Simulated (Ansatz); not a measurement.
Start from GeO$_{2}$ in the rutile structure (space group P4_2/mnm, No. 136; a = 4.411 Å, c = 2.870 Å).

All numbers come from Ansatz (a quantum-chemistry and plane-wave program) r2SCAN, no spin-orbit coupling.

Before the change:

| Property | Result |
|---|---|
| Band gap | 2.51 eV |
| Width of the top valence band | 1.93 eV |
| Electron mass | 0.23 mₑ along c, 0.28 mₑ across (at Γ) |
| Lattice parameter a | 441.1 pm |

It is then changed as follows: cell and atoms relaxed at a pressure of 4.2 GPa.

**Question.** Estimate the effect on the band gap, width of the top valence band, electron mass and lattice parameter a.

**Answer.** The band gap increases by 0.21 eV (2.51 eV → 2.72 eV); the width of the top valence band goes up by 0.04 eV (1.93 eV → 1.97 eV); the electron mass changes from 0.23 mₑ along c, 0.28 mₑ across (at Γ) to 0.23 mₑ along c, 0.29 mₑ across (at Γ); the lattice parameter a falls by 3.0 pm, from 441.1 pm to 438.1 pm.

Load acts through the strain it causes; cell and atoms are relaxed under it. Effective masses come from finite differences of ±0.01 Å⁻¹. No phonon test of stability was made.
